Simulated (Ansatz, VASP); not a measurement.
**One calculation of Sr, two programs**

```
CELL_PARAMETERS angstrom
4.31000 0.00000 0.00000
-2.15500 3.73257 0.00000
0.00000 0.00000 7.05000
ATOMIC_POSITIONS crystal
Sr 0.66667 0.33333 0.75000
Sr 0.33333 0.66667 0.25000
```

This isn't the form of Sr at room conditions, which is fcc.

Alike in both runs: task single point; functional LDA; k mesh 7 × 7 × 4; occupations gaussian, width 0.02 eV; no spin polarisation.

|  | VASP | Ansatz |
| --- | --- | --- |
| version | VASP 6.6.1 | Ansatz 0.2.0 |
| potentials or method | VASP PAW LDA potentials, release 64 (Sr_sv) | Ansatz PAW |
| plane-wave cutoff (eV) | 520 | 420 |
| valence electrons in the cell | 20 | 20 |

```tsv
	VASP	Ansatz	Ansatz less VASP
gap on the k mesh at the Fermi level (eV)	none	none	-
pressure (GPa)	-1.5	-1.5	+0.03
largest component of the traceless stress (GPa)	0.26	0.32	+0.063
```

A gap of «none» marks a metal or a gap that the smearing closes.

Caveats: the PAW data sets come from PBE, with cores solved anew for the run's functional, which leaves a small shift of forces and pressure (Ansatz).
